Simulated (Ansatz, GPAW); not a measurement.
This is a calculation of BAs for Ansatz 0.2.0. 

Contents of input.yaml:

```yaml
crystal:
  lattice:
    - [0.0, 2.3885, 2.3885]
    - [2.3885, 0.0, 2.3885]
    - [2.3885, 2.3885, 0.0]
  atoms:
    - { symbol: As, position: [0.75, 0.75, 0.75] }
    - { symbol: B, position: [0.0, 0.0, 0.0] }
kpoints:
  mp_grid: { grid: [10, 10, 10] }
scf:
  occupations: { method: gaussian, width: 0.028 }
hamiltonian:
  xc: pbe
  pseudopotentials: { kind: all_electron, lapw: { basis_error: 0.001 } }
output:
  forces: true
  stress: true
  eigenvalues: true
```

Potentials or basis: all-electron LAPW, scalar-relativistic.

Launch:

```sh
$ ansatz run input.yaml --threads 1 --pin off --max-ram 3072MiB --backend cpu --events-out ev --progress --plain --runs-dir out
```

**Question.** Set up the same calculation for GPAW 26.7.0 (ASE script). Potentials or basis there: GPAW PAW data sets (gpaw-data 1.2.1), cutoff 800 eV.

**Answer.** As run (cutoffs and basis follow the program's own potentials, and thresholds, step limits or extra output files can differ):

The input run.py:

```python
from ase import Atoms
from ase.dft.bandgap import bandgap
from ase.io import write
from ase.units import GPa
from gpaw import GPAW, PW

atoms = Atoms(['As', 'B'],
              cell=[[0.0, 2.3885, 2.3885],
                    [2.3885, 0.0, 2.3885],
                    [2.3885, 2.3885, 0.0]],
              scaled_positions=[[0.75, 0.75, 0.75],
                                [0.0, 0.0, 0.0]],
              pbc=True)

calc = GPAW(mode=PW(800),
            xc='PBE',
            kpts={'size': (10, 10, 10), 'gamma': True},
            occupations={'name': 'methfessel-paxton', 'order': 0, 'width': 0.028000000000000004},
            nbands=11,
            convergence={'density': 1e-05, 'energy': 1e-05},
            maxiter=150,
            txt='gpaw.txt')
atoms.calc = calc
energy = atoms.get_potential_energy()
forces = atoms.get_forces()
stress = atoms.get_stress()
calc.write('gs.gpw')
write('result.traj', atoms)
print(f'Energy: {energy:.6f} eV')
print('Forces (eV/A):')
print(forces.round(4))
print('Stress (GPa):', (stress / GPa).round(3))
print('Fermi level:', round(calc.get_fermi_level(), 4), 'eV')
print(f'Gap: {bandgap(calc)[0]:.4f} eV, direct: {bandgap(calc, direct=True)[0]:.4f} eV')
```

Potentials or basis: GPAW PAW data sets (gpaw-data 1.2.1), pw.

Launch:

```bash
$ OMP_NUM_THREADS=1 python run.py
```

Both were run:

|  | Ansatz | GPAW |
| --- | --- | --- |
| Pressure | 2.7 GPa | 3.3 GPa |

Where Ansatz's input types no cutoff or centring, it takes its own default and a Γ-centred mesh.

Pressure is positive in compression.
